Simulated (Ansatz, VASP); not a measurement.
## Ti: VASP beside Ansatz

Contents of INCAR:

```
SYSTEM = Ti
  ALGO = Normal
  EDIFF = 1E-6
  ENCUT = 520
  GGA = PE
  ISIF = 2
  ISMEAR = -1
  ISPIN = 2
  LASPH = .TRUE.
  LCHARG = .FALSE.
  LMAXMIX = 4
  LORBIT = 11
  LREAL = .FALSE.
  LWAVE = .FALSE.
  MAGMOM = 0.286
  NBANDS = 16
  NELM = 150
  PREC = Accurate
  SIGMA = 0.05
```

Contents of KPOINTS:

```
k-points
0
G
  19 19 19
  0 0 0
```

POSCAR

```
Ti
1.0
    2.6450988874      0.0000000000      0.0000000000
    0.0000000000      2.6450988874      0.0000000000
    0.0000000000      0.0000000000      2.6450988874
Ti
1
Direct
    0.0000000000      0.0000000000      0.0000000000
```

Input for Ansatz:

```yaml
crystal:
  lattice:
    - [2.6450988874, 0.0, 0.0]
    - [0.0, 2.6450988874, 0.0]
    - [0.0, 0.0, 2.6450988874]
  atoms:
    - { symbol: Ti, position: [0.0, 0.0, 0.0], spin: 0.286 }
hamiltonian:
  xc: pbe
  pseudopotentials:
    kind: paw
    azcp:
      Ti: "pseudopotentials/Ti.paw.azcp"
basis:
  ecutwfc: 420
  fft_grid_basis: typed
kpoints:
  mp_grid: { grid: [19, 19, 19], shift: [0, 0, 0] }
magnetization:
  spin_polarized: true
scf:
  occupations: { method: fermi_dirac, width: 0.05 }
```

This isn't the form of Ti at room conditions, which is hcp.

Alike in both runs: task single point; functional PBE; k mesh 19 × 19 × 19; occupations fermi-dirac, width 0.05 eV; collinear spin.

|  | VASP | Ansatz |
| --- | --- | --- |
| version | VASP 6.6.1 | Ansatz 0.2.0 |
| potentials or method | VASP PAW PBE potentials, release 64 (Ti_sv) | plane waves (420 eV) with PAW, scalar-relativistic |
| plane-wave cutoff (eV) | 520 | 420 |
| valence electrons in the cell | 12 | 12 |

Ansatz gave:

```
net moment per atom (μB)                                      : 0.24
size of the moment on the site where the two differ most (μB) : 0.17
```

Problem. What did VASP give for the same quantities?

Solution. net moment per atom (μB): 0.22; size of the moment on the site where the two differ most (μB): 0.17.

Site moments also hang on the region over which each program counts them.
